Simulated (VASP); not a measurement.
# Cd: drag along a line

Cd, slab, 13 atoms in the cell. PBE, constrained relaxations along a path; PAW potentials Cd (PBE set).

Path: drag along a line, Cd hops from a hollow site to the next hollow site of Cd(100).

## Input

INCAR:
```
  PREC = Normal
  ENCUT = 300
  EDIFF = 1E-6
  ISMEAR = 1
  SIGMA = 0.1
  LREAL = F
  LASPH = T
  NELM = 100
  ALGO = Normal
  LWAVE = F
  LCHARG = F
  IBRION = 2
  NSW = 60
  ISIF = 2
  EDIFFG = -0.03
  POTIM = 0.5
  KPAR = 2
```

KPOINTS:
```
k-points
0
Gamma
  3 3 1
```

POSCAR.step1:
```
Cd
1.0
    6.2738749196      0.0000000000      0.0000000000
    0.0000000000      6.2738749196      0.0000000000
    0.0000000000      0.0000000000     19.6062995000
Cd
13
Selective dynamics
Direct
    0.0000000000      0.0000000000      0.3060240919  F F F
    0.5000000000      0.0000000000      0.3060240919  F F F
    0.0000000000      0.5000000000      0.3060240919  F F F
    0.5000000000      0.5000000000      0.3060240919  F F F
    0.2500000000      0.2500000000      0.4191586357  T T T
    0.7500000000      0.2500000000      0.4191586357  T T T
    0.2500000000      0.7500000000      0.4191586357  T T T
    0.7500000000      0.7500000000      0.4191586357  T T T
    0.0000000000      0.0000000000      0.5322931795  T T T
    0.5000000000      0.0000000000      0.5322931795  T T T
    0.0000000000      0.5000000000      0.5322931795  T T T
    0.5000000000      0.5000000000      0.5322931795  T T T
    0.2500000000      0.2500000000      0.6213058314  F T T
```

POSCAR.step2:
```
Cd
1.0
    6.2738749196      0.0000000000      0.0000000000
    0.0000000000      6.2738749196      0.0000000000
    0.0000000000      0.0000000000     19.6062995000
Cd
13
Selective dynamics
Direct
    0.0000000000      0.0000000000      0.3060240919  F F F
    0.5000000000      0.0000000000      0.3060240919  F F F
    0.0000000000      0.5000000000      0.3060240919  F F F
    0.5000000000      0.5000000000      0.3060240919  F F F
    0.2500000000      0.2500000000      0.4191586357  T T T
    0.7500000000      0.2500000000      0.4191586357  T T T
    0.2500000000      0.7500000000      0.4191586357  T T T
    0.7500000000      0.7500000000      0.4191586357  T T T
    0.0000000000      0.0000000000      0.5322931795  T T T
    0.5000000000      0.0000000000      0.5322931795  T T T
    0.0000000000      0.5000000000      0.5322931795  T T T
    0.5000000000      0.5000000000      0.5322931795  T T T
    0.1500000000      0.2500000000      0.6213058314  F T T
```

POSCAR.step3:
```
Cd
1.0
    6.2738749196      0.0000000000      0.0000000000
    0.0000000000      6.2738749196      0.0000000000
    0.0000000000      0.0000000000     19.6062995000
Cd
13
Selective dynamics
Direct
    0.0000000000      0.0000000000      0.3060240919  F F F
    0.5000000000      0.0000000000      0.3060240919  F F F
    0.0000000000      0.5000000000      0.3060240919  F F F
    0.5000000000      0.5000000000      0.3060240919  F F F
    0.2500000000      0.2500000000      0.4191586357  T T T
    0.7500000000      0.2500000000      0.4191586357  T T T
    0.2500000000      0.7500000000      0.4191586357  T T T
    0.7500000000      0.7500000000      0.4191586357  T T T
    0.0000000000      0.0000000000      0.5322931795  T T T
    0.5000000000      0.0000000000      0.5322931795  T T T
    0.0000000000      0.5000000000      0.5322931795  T T T
    0.5000000000      0.5000000000      0.5322931795  T T T
    0.0750000000      0.2500000000      0.6213058314  F T T
```

POSCAR.step4:
```
Cd
1.0
    6.2738749196      0.0000000000      0.0000000000
    0.0000000000      6.2738749196      0.0000000000
    0.0000000000      0.0000000000     19.6062995000
Cd
13
Selective dynamics
Direct
    0.0000000000      0.0000000000      0.3060240919  F F F
    0.5000000000      0.0000000000      0.3060240919  F F F
    0.0000000000      0.5000000000      0.3060240919  F F F
    0.5000000000      0.5000000000      0.3060240919  F F F
    0.2500000000      0.2500000000      0.4191586357  T T T
    0.7500000000      0.2500000000      0.4191586357  T T T
    0.2500000000      0.7500000000      0.4191586357  T T T
    0.7500000000      0.7500000000      0.4191586357  T T T
    0.0000000000      0.0000000000      0.5322931795  T T T
    0.5000000000      0.0000000000      0.5322931795  T T T
    0.0000000000      0.5000000000      0.5322931795  T T T
    0.5000000000      0.5000000000      0.5322931795  T T T
    0.0000000000      0.2500000000      0.6213058314  F T T
```

POSCAR.step5:
```
Cd
1.0
    6.2738749196      0.0000000000      0.0000000000
    0.0000000000      6.2738749196      0.0000000000
    0.0000000000      0.0000000000     19.6062995000
Cd
13
Selective dynamics
Direct
    0.0000000000      0.0000000000      0.3060240919  F F F
    0.5000000000      0.0000000000      0.3060240919  F F F
    0.0000000000      0.5000000000      0.3060240919  F F F
    0.5000000000      0.5000000000      0.3060240919  F F F
    0.2500000000      0.2500000000      0.4191586357  T T T
    0.7500000000      0.2500000000      0.4191586357  T T T
    0.2500000000      0.7500000000      0.4191586357  T T T
    0.7500000000      0.7500000000      0.4191586357  T T T
    0.0000000000      0.0000000000      0.5322931795  T T T
    0.5000000000      0.0000000000      0.5322931795  T T T
    0.0000000000      0.5000000000      0.5322931795  T T T
    0.5000000000      0.5000000000      0.5322931795  T T T
   -0.0750000000      0.2500000000      0.6213058314  F T T
```

POSCAR.step6:
```
Cd
1.0
    6.2738749196      0.0000000000      0.0000000000
    0.0000000000      6.2738749196      0.0000000000
    0.0000000000      0.0000000000     19.6062995000
Cd
13
Selective dynamics
Direct
    0.0000000000      0.0000000000      0.3060240919  F F F
    0.5000000000      0.0000000000      0.3060240919  F F F
    0.0000000000      0.5000000000      0.3060240919  F F F
    0.5000000000      0.5000000000      0.3060240919  F F F
    0.2500000000      0.2500000000      0.4191586357  T T T
    0.7500000000      0.2500000000      0.4191586357  T T T
    0.2500000000      0.7500000000      0.4191586357  T T T
    0.7500000000      0.7500000000      0.4191586357  T T T
    0.0000000000      0.0000000000      0.5322931795  T T T
    0.5000000000      0.0000000000      0.5322931795  T T T
    0.0000000000      0.5000000000      0.5322931795  T T T
    0.5000000000      0.5000000000      0.5322931795  T T T
   -0.1500000000      0.2500000000      0.6213058314  F T T
```

POSCAR.step7:
```
Cd
1.0
    6.2738749196      0.0000000000      0.0000000000
    0.0000000000      6.2738749196      0.0000000000
    0.0000000000      0.0000000000     19.6062995000
Cd
13
Selective dynamics
Direct
    0.0000000000      0.0000000000      0.3060240919  F F F
    0.5000000000      0.0000000000      0.3060240919  F F F
    0.0000000000      0.5000000000      0.3060240919  F F F
    0.5000000000      0.5000000000      0.3060240919  F F F
    0.2500000000      0.2500000000      0.4191586357  T T T
    0.7500000000      0.2500000000      0.4191586357  T T T
    0.2500000000      0.7500000000      0.4191586357  T T T
    0.7500000000      0.7500000000      0.4191586357  T T T
    0.0000000000      0.0000000000      0.5322931795  T T T
    0.5000000000      0.0000000000      0.5322931795  T T T
    0.0000000000      0.5000000000      0.5322931795  T T T
    0.5000000000      0.5000000000      0.5322931795  T T T
   -0.2500000000      0.2500000000      0.6213058314  F T T
```

Commands (each step's output is kept before the next begins):
```
cat potpaw_PBE.64/Cd/POTCAR > POTCAR
cp POSCAR.step1 POSCAR
mpirun -np 8 vasp_std > vasp.out
cp POSCAR.step2 POSCAR
mpirun -np 8 vasp_std > vasp.out
cp POSCAR.step3 POSCAR
mpirun -np 8 vasp_std > vasp.out
cp POSCAR.step4 POSCAR
mpirun -np 8 vasp_std > vasp.out
cp POSCAR.step5 POSCAR
mpirun -np 8 vasp_std > vasp.out
cp POSCAR.step6 POSCAR
mpirun -np 8 vasp_std > vasp.out
cp POSCAR.step7 POSCAR
mpirun -np 8 vasp_std > vasp.out
```

## Result

- Barrier (eV): 0.163
- Ionic steps, all stages: 220
- Electronic steps, all stages: 1928

Energy along the pull:

| Share of the way | Energy above the start (eV) |
|---|---|
| 0 | 0.000 |
| 0.2 | 0.016 |
| 0.35 | 0.020 |
| 0.5 | 0.163 |
| 0.65 | 0.020 |
| 0.8 | 0.016 |
| 1 | 0.000 |

The slab is face-centred cubic Cd(100), which isn't the element's stable structure, in-plane cell 6.27 × 6.27 Å, with 3 × 3 k points.

Limits: the adatom repeats in each 2 x 2 surface cell, and the slab has three layers.

VASP 6.6.1 took 2093 s on 8 cores (Intel Xeon Platinum 8488C (Sapphire Rapids)), a shared host.
